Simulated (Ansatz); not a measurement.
**Tl: from a trial structure to a relaxed crystal**

Level of theory: DFT PBE, scalar-relativistic, plane waves, PAW in Ansatz 0.2.0. Cutoff 420 eV, Γ-centred k mesh, Gaussian smearing, no spin polarisation in the final step.

Tl was placed on the sites of a reported Bi cell (C2/m, No. 12), at a guessed volume.

```
Tl
1.0
     3.29703   -3.01946    0.00000
     3.29703    3.01946    0.00000
    -1.13744    0.00000    3.05652
Tl
2
Direct
  0.25180 0.25180 0.14900
  0.74820 0.74820 0.85100
```

Cell and atoms relax at zero pressure; the relaxation can't lower the symmetry of the start.

Problem. Which crystal results?

Solution. It ends in I4/mmm (No. 139). Conventional cell: a = 3.934 Å, c = 4.051 Å. Around Tl lie 8 Tl at 3.44 Å and 6 Tl at 3.93–4.05 Å.

Space group I4/mmm (No. 139). a = 3.934 Å, b = 3.934 Å, c = 4.051 Å, α = 90.00°, β = 90.00°, γ = 90.00°
```json
{"atom": "Tl", "site": "2b", "symmetry": "4/mmm", "x": "0.0000", "y": "0.0000", "z": "0.5000"}
```

Problem. What are its volume, density and gap?

Solution. The volume per atom is 31.35 Å³, the density is 10.83 g/cm³ and the gap on the 14×14×18 mesh is 0 eV (a metal).

The final run used a 14×14×18 mesh on its 2-atom cell and 0.10 eV smearing. Spin–orbit coupling is left out. A structure relaxed within its symmetry needn't be a true minimum.